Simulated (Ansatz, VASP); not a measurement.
**Two plane-wave programs on RbBr**

```
Rb Br
1.0
     0.00000    3.46083    3.46083
     3.46083    0.00000    3.46083
     3.46083    3.46083    0.00000
Rb Br
1 1
Direct
  0.00000 0.00000 0.00000
  0.50000 0.50000 0.50000
```

Alike in both runs: task single point; functional PBE; k mesh 6 × 6 × 6; occupations fermi-dirac, width 0.02 eV; no spin polarisation.

|  | VASP | Ansatz |
| --- | --- | --- |
| version | VASP 6.6.1 | Ansatz 0.2.0 |
| potentials or method | VASP PAW PBE potentials, release 64 (Rb_sv, Br) | plane waves, PAW |
| plane-wave cutoff (eV) | 520 | 420 |
| valence electrons in the cell | 16 | 16 |

Ansatz gave:

| Property | Result |
| --- | --- |
| gap on the k mesh at the Fermi level (eV) | 4.29 |
| pressure (GPa) | 0.5 |

Task: Estimate VASP's values.

Result: gap on the k mesh at the Fermi level (eV): 4.29; pressure (GPa): 0.6.

As with any semilocal functional, this PBE gap is likely too small.
